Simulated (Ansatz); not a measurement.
An Ansatz (a first-principles code) run: BaSnO3 with a change (biaxial strain +1.43 %, plane normal [001], relaxed out of plane); Ansatz PBEsol, scalar-relativistic without spin-orbit coupling.

Input:

Ansatz 0.2 input:
```yaml
crystal:
  lattice:
    - [4.1808015815, 0, 0]
    - [0, 4.1808015815, 0]
    - [0, 0, 4.092387706]
  atoms:
    - { symbol: Ba, position: [0, 0, 0] }
    - { symbol: Sn, position: [0.5, 0.5, 0.5] }
    - { symbol: O, position: [0, 0.5, 0.5] }
    - { symbol: O, position: [0.5, 0.5, 0] }
    - { symbol: O, position: [0.5, 0, 0.5] }
basis: { ecutwfc: 420, ecutrho_ratio: 4, xc_grid: 2, fft_grid_basis: typed }
kpoints: { mp_grid: { grid: [8, 8, 8] } }
hamiltonian:
  xc: pbesol
  dispersion: none
  pseudopotentials: { kind: paw }
scf: { occupations: { method: fermi_dirac, width: 0.05 } }
relax: { f_tol: 0.005, max_steps: 50, cell: { stress_tol: 0.01, fix: [a, b, gamma] } }
output: { forces: true, stress: true }
checkpoint: { write: state.ck, write_every: 1000 }
```

Output (explanatory and most iteration lines left out):

```
Relaxation: its limit of steps is 50 (relax.max_steps)
Pseudopotential: Ba, paw, valence charge 10
Pseudopotential: Sn, paw, valence charge 14
Pseudopotential: O, paw, valence charge 6
Crystal: 5 atoms, lattice volume = 71.531 Å³
Basis set: ecut = 420 eV, 1365 PW (Γ), exchange–correlation on 60×60×60 points (8 copies of the dense FFT grid, shifted against one another)
Bands: 26, of which v1, the nominal top of the filled ones, is band 21 counted from 1 (20 counted from 0)
Symmetry: 16 space group operations
Space group: P4/mmm (ITA 123), of the structure as read, at distance tolerance 4.2e-5 Å
k-points: 75 of 512
Functional: x = pbesol(κ = 0.804, μ = 0.12345679012345678), c = pbesol(β = 0.046)
SCF iter   1: F=—  HF=-13498.740813 eV  |F-HF|=—  |Δ(HF+E_count)|=         —  Δρ=1.56e-2  dr2=1.46e-1  ethr=1.77e-3  ⟨swp⟩=9.1  Hψ=11482  notcnv=0
SCF iter   2: F=—  HF=-13498.700308 eV  |F-HF|=—  |Δ(HF+E_count)|=   4.05e-2  Δρ=3.00e-3  dr2=2.80e-3  ethr=3.48e-4  ⟨swp⟩=2.7  Hψ=3807  notcnv=0  defer=70
SCF 1 converged in 7 iterations: F = -13498.699571 eV  dr2 = 1.58e-8
relax step   1: F+E_penalty+E_count = -13498.69957091 eV  Δ(F+E_penalty+E_count) = +0.000e0 eV  max|allowed force component| = 1.744e-28 eV/Å  Δτ_max = 0.0000 Å  P = -2.945 GPa  Ω = 71.531 Å³  fix = [a, b, gamma]  reactions: a -4.280, b -4.280 GPa  (7 SCF iters, dr2 threshold 1.00e-7 eV, accepted)
[... steps on the carried basis left out ...]
relax step   5: F+E_penalty+E_count = -13498.69966772 eV  Δ(F+E_penalty+E_count) = -9.457e-6 eV  max|allowed force component| = 3.530e-30 eV/Å  Δτ_max = 0.0000 Å  P = -2.805 GPa  Ω = 71.463 Å³  energy of the carried Pulay correction = +9.381e-6 eV  fix = [a, b, gamma]  reactions: a -4.208, b -4.208 GPa  (4 SCF iters, dr2 threshold 2.54e-10 eV, accepted)
Crystal: 5 atoms, lattice volume = 71.463 Å³
SCF iter   1: F=—  HF=-13498.699729 eV  |F-HF|=—  |Δ(HF+E_count)|=         —  Δρ=6.40e-6  dr2=2.07e-8  ethr=6.16e-7  ⟨swp⟩=2.9  Hψ=15799  notcnv=0
SCF iter   2: F=—  HF=-13498.699641 eV  |F-HF|=—  |Δ(HF+E_count)|=   8.80e-5  Δρ=4.68e-6  dr2=1.27e-8  ethr=4.94e-11  ⟨swp⟩=3.9  Hψ=5454  notcnv=0
SCF 6 converged in 10 iterations: F = -13498.699641 eV  dr2 = 4.95e-14
SCF converged after 10 iterations
Free energy (F): -13498.699641 eV
Internal energy: -13498.699610 eV  (E = F + TS)
E sigma→0 (E₀):  -13498.699626 eV
Entropy (-TS):   -0.000031 eV (-0.006 meV/atom)
Fermi energy:    10.155149 eV
--- Forces (eV/Å), atoms counted from 1 ---
  atom   1  Ba    -0.00000000    -0.00000000     0.00000000
  atom   2  Sn     0.00000000     0.00000000     0.00000000
  atom   3  O     -0.00000000     0.00000000     0.00000000
  atom   4  O      0.00000000     0.00000000     0.00000000
  atom   5  O      0.00000000    -0.00000000     0.00000000
--- Stress (GPa, compression-positive) ---
       -4.208199       0.000000       0.000000
        0.000000      -4.208199       0.000000
        0.000000       0.000000      -0.000482
  P = ⅓ Tr σ = -2.8056 GPa (-28.056 kbar)
--- Relaxed structure (4 steps of the walk, 4 accepted, 2 SCFs on fresh bases) ---
  cell:  # Å, volume = 71.4632 Å³
    - [4.1808015815, 4.089215413925113e-113, 2.497364794375069e-33]
    - [4.089215413925113e-113, 4.1808015815, -6.304027636286582e-34]
    - [2.444551548947445e-33, -6.170712647828501e-34, 4.088492556830059]
  atoms:
    - { symbol: Ba, position: [3.086704784387851e-35, 5.032850395501507e-38, 1.7289177819349241e-46] }
    - { symbol: Sn, position: [0.5, 0.5, 0.5] }
    - { symbol: O, position: [-3.7119661544466676e-35, 0.5, 0.5] }
    - { symbol: O, position: [0.5, 0.5, 1.950049132483266e-47] }
    - { symbol: O, position: [0.5, -1.1527757897341432e-38, 0.5] }
```

Whether these cells are dynamically stable was not tested. The cell was made from BaSnO3 in the cubic perovskite structure (space group Pm-3m, No. 221) by this change: biaxial strain +1.43 %, plane normal [001], relaxed out of plane.
